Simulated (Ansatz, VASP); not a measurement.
# One calculation of SiC, two programs

```xyz
2
Lattice="0.0000 2.1645 2.1645 2.1645 0.0000 2.1645 2.1645 2.1645 0.0000" Properties=species:S:1:pos:R:3 pbc="T T T"
Si   -0.0100   -0.0100   -0.0100
C     3.2467    3.2467    3.2467
```

Change from the starting cell: atom 1 moved by [-0.01, -0.01, -0.01] A.

Alike in both runs: task single point; functional LDA; k mesh 8 × 8 × 8; no spin polarisation.

|  | VASP | Ansatz |
| --- | --- | --- |
| version | VASP 6.6.1 | Ansatz 0.2.0 |
| potentials or method | VASP PAW LDA potentials, release 64 (Si, C), cutoff 520 eV | all-electron LAPW, scalar-relativistic |
| occupations | gaussian, width 0.01 eV | fixed |

Ansatz gave:

```
gap on the k mesh at the Fermi level (eV)       : 1.25
pressure (GPa)                                  : 0.0
largest component of the traceless stress (GPa) : 0.72
rms of the force components (eV/Å)              : 0.204
```

Question: Estimate VASP's values.

Answer: gap on the k mesh at the Fermi level (eV): 1.24; pressure (GPa): 0.5; largest component of the traceless stress (GPa): 0.72; rms of the force components (eV/Å): 0.204.

Atom by atom the forces differ by 0.000 eV/Å (rms over components). Ansatz ran all-electron here, so the differences hold the error of VASP's frozen core and of both bases.

A k mesh can miss the band edges.
